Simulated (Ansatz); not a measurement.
**Ionic part of the dielectric constant of BP at 20 GPa, mode by mode**

Method: DFT PBE, scalar-relativistic, plane waves, PAW (Ansatz 0.2.0). Cutoff 420 eV, 10×10×10 k-points (Γ-centred), fixed occupations. No spin polarisation. Phonons by linear response, acoustic sum rule imposed.

Symmetry: F-43m, No. 216, cubic system. Conventional cell: a = 4.397 Å, b = 4.397 Å, c = 4.397 Å, α = 90.00°, β = 90.00°, γ = 90.00°. B (site symmetry -43m) has 4 P at 1.90 Å as nearest neighbours. Around P (site symmetry -43m) lie 4 B at 1.90 Å.

Other phases may be more stable at this pressure.

The primitive cell has V = 21.25 Å³ and ε∞,xx = 9.139. Each polar mode adds Δε = (4.92064×10⁷/V)·S/ν² along x, with S its oscillator strength in e²/amu, ν in cm⁻¹ and V in Å³.

**Question.** From these modes, find each Δε and ε0,xx.
```tsv
ν (cm⁻¹)	S_xx (e²/amu)
884.7	0.08561
```

**Answer.**
```csv
ν (cm⁻¹),Δε
884.7,0.25
```

The sum is 0.253, so ε0,xx = 9.39; the run's tensor has 9.39.

**Question.** Where do the longitudinal modes lie for a wave vector along x?

**Answer.** At 897 cm⁻¹. The Lyddane–Sachs–Teller product Π(ν_LO/ν_TO)² = 1.03 matches ε0/ε∞ = 1.03.

Cost: 1 run of about 0.72 core-minutes, on Arm Neoverse N1 (shared hosts).

Screening in compressed BP is almost entirely electronic: the lattice adds only 0.253 to an ε∞ of 9.139. Boron and phosphorus have similar electronegativities and form a strongly covalent tetrahedral network, so displacing the two sublattices against each other creates little dipole. The same bonds strongly resist that displacement. Boron's low mass helps to put the mode at 884.7 cm⁻¹, but it does not explain the weak ionic response: the reduced mass enters both the oscillator strength and the squared frequency, and cancels in their ratio. What remains is a small dynamical charge set against a large restoring force.

The narrow gap between the transverse mode and the longitudinal one at 897 cm⁻¹ has the same origin, since the macroscopic field adds little to an already stiff short-range force. This suggests weak polar-optical (Fröhlich) coupling for carriers, although nonpolar phonon scattering could still matter. The Lyddane–Sachs–Teller agreement confirms that the phonon and dielectric results are mutually consistent, not that either is accurate against experiment. With a single pressure, the effect of compression on the ionic response remains undetermined.
